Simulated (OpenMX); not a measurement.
**Ti in OpenMX: convergence with ElectronicTemperature**

Crystal: Ti.

```
Ti
1.0
     4.56737    0.00000    0.00000
    -2.28369    3.95546    0.00000
     0.00000    0.00000    2.82624
Ti
3
Direct
  0.68437 0.34233 0.49100
  0.37434 0.68997 0.54105
  0.99648 0.99142 0.98081
```

This isn't the form of Ti at room conditions, which is hcp.

The cell isn't the ideal one: atoms moved at random, drawn with an rms of 0.1 Å.

- Program: OpenMX 3.8.5
- Task: convergence study
- Functional: PBE
- Potentials or basis: OpenMX 2013 PBE set, Ti7.0-s2p2d1, grid cutoff 400 Ry
- k mesh: 5 × 5 × 7
- Occupations: fermi-dirac, width 0.25852 eV
- Spin: no spin polarisation

These are the settings of the first run; the series varies ElectronicTemperature, with any setting tied to it.

Hardware: 1 thread of Intel(R) Xeon(R) 6975P-C (Granite Rapids), with other jobs on the host.

| ElectronicTemperature | energy less the tightest run, at zero smearing (meV/atom) | pressure (GPa) | largest force (eV/Å) | SCF cycles | CPU time (s) | peak memory (GiB) |
| --- | --- | --- | --- | --- | --- | --- |
| 3000 K | 11.90 | 1.08 | 0.902 | 20 | 73 | 0.74 |
| 2000 K | 3.38 | -0.09 | 0.885 | 19 | 71 | 0.74 |
| 1200 K | -1.03 | -0.63 | 0.879 | 20 | 73 | 0.74 |
| 800 K | -1.45 | -0.77 | 0.878 | 20 | 73 | 0.74 |
| 500 K | -0.93 | -0.83 | 0.876 | 20 | 72 | 0.74 |
| 300 K | -0.41 | -0.87 | 0.876 | 21 | 73 | 0.74 |
| 150 K | -0.11 | -0.90 | 0.877 | 21 | 75 | 0.74 |
| 75 K | 0.00 | -0.92 | 0.880 | 22 | 74 | 0.74 |

Against the tightest run, the energy stays within 1 meV/atom from 500 K on; the pressure stays within 0.1 GPa from 500 K on; the largest force stays within 0.005 eV/Å from 2000 K on. The tightest run that finished is the yardstick and may itself not be fully converged.

Caveat, for the tightest run too: the transition metal has a single d function, too few for pressures, volumes and moments; the basis of atomic orbitals isn't converged, which shifts pressures, moduli and gaps.
